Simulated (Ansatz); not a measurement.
**Structure optimisation: zirconium, omega (AlB2-type)**

Level of theory: DFT, PBE, plane waves (420 eV) with PAW, scalar-relativistic (Ansatz 0.2.0).

k-point mesh 7×7×10, Fermi-Dirac smearing 0.1 eV, no spin polarisation. Cell and atoms relax.

Starting structure:

```yaml
crystal:
  lattice:
    - [5.085992629, 0.0, 0.0]
    - [-2.5429963145, 4.4045988202, 0.0]
    - [0.0, 0.0, 3.1177134816]
  atoms:
    - { symbol: Zr, position: [0.0, 0.0, 0.0] }
    - { symbol: Zr, position: [0.3333333333, 0.6666666667, 0.5] }
    - { symbol: Zr, position: [0.6666666667, 0.3333333333, 0.5] }
hamiltonian:
  xc: pbe
  pseudopotentials:
    kind: paw
    azcp:
      Zr: "pseudopotentials/Zr.paw.azcp"
basis:
  ecutwfc: 420
  fft_grid_basis: typed
kpoints:
  mp_grid: { grid: [7, 7, 10], shift: [0, 0, 0] }
magnetization:
  spin_polarized: false
scf:
  occupations: { method: fermi_dirac, width: 0.1 }
relax:
  max_steps: 60
  f_tol: 0.01
  cell: {}
```

Question: What cell does the relaxation end in?

Answer: P6/mmm with a = 5.047 Å, c = 3.145 Å (c/a = 0.623); 23.12 Å³ per atom against 23.28 at the start (-0.7 %).

Question: How much energy does the relaxation gain?

Answer: 2.2 meV per atom.

Path of the relaxation (the plane waves are chosen anew near the end, which can shift the energy a little):

| step | E − E(final) (meV/atom) | V (Å³/atom) | P (GPa) | max force (eV/Å) |
| --- | --- | --- | --- | --- |
| 0 | 2.20 | 23.281 | -0.59 | 0.000 |
| 1 | 0.87 | 23.000 | 0.52 | 0.000 |
| 2 | -0.02 | 23.138 | -0.05 | 0.000 |
| 3 | -0.02 | 23.123 | 0.01 | 0.000 |
| 4 | 0.00 | 23.123 | 0.01 | 0.000 |
